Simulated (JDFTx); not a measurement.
Crystal: TiTe2.

```xyz
3
Lattice="3.7770 0.0000 0.0000 -1.8885 3.2710 0.0000 0.0000 0.0000 6.4980" Properties=species:S:1:pos:R:3 pbc="T T T"
Te    0.0000    2.1807    4.7903
Te    1.8885    1.0903    1.7077
Ti    0.0000    0.0000    0.0000
```

| Property | Result |
| --- | --- |
| Program | JDFTx 1.7.0 (patched build) |
| Task | relaxation of cell and atoms |
| Functional | LDA |
| Potentials or basis | PseudoDojo-SR-LDA-0.4.1-standard with smoothed tails |
| Cutoff | 1143 eV |
| Density cutoff | 9143 eV |
| k mesh | 5 × 5 × 3 |
| Occupations | fermi-dirac, width 0.05 eV |
| Spin | no spin polarisation |

At the start: pressure -4.0 GPa; volume 26.76 Å³/atom.

Q: How do energy, volume and symmetry change on relaxing?

A: Over 17 steps the energy falls by 23.0 meV/atom and the volume is 24.76 Å³/atom (-7.5 %); space group P-3m1 (No. 164, to 0.05 Å).

The path:
```csv
step,energy change (eV),largest force (eV/Å),pressure (GPa),volume (Å³)
1,0.0000,0.3415,-4.00,80.28
2,-0.0086,0.2842,-3.70,80.01
3,-0.0437,0.0418,-1.79,78.20
4,-0.0530,0.1344,-0.97,77.18
5,-0.0597,0.2075,-0.03,75.88
6,-0.0602,0.2505,1.35,73.79
7,-0.0597,0.2610,1.40,73.76
8,-0.0617,0.2221,1.21,73.84
9,-0.0672,0.0495,0.33,74.24
10,-0.0678,0.0149,0.12,74.36
11,-0.0682,0.0085,0.04,74.41
12,-0.0686,0.0183,0.03,74.42
13,-0.0687,0.0346,0.14,74.28
14,-0.0688,0.0247,0.12,74.19
15,-0.0688,0.0053,0.07,74.13
16,-0.0689,0.0068,0.03,74.19
17,-0.0689,0.0058,-0.01,74.27
```

Final structure:
```xyz
3
Lattice="3.6939 0.0000 0.0000 -1.8469 3.1990 0.0000 0.0000 0.0000 6.2848" Properties=species:S:1:pos:R:3 pbc="T T T"
Te    0.0000    2.1327    4.5994
Te    1.8469    1.0663    1.6854
Ti    0.0000    0.0000    0.0000
```

Caveat: the k mesh is coarse (spacing up to 0.38 Å⁻¹), so the values aren't converged; the plane waves are those of the starting cell, so after so large a change of volume the result is rough.
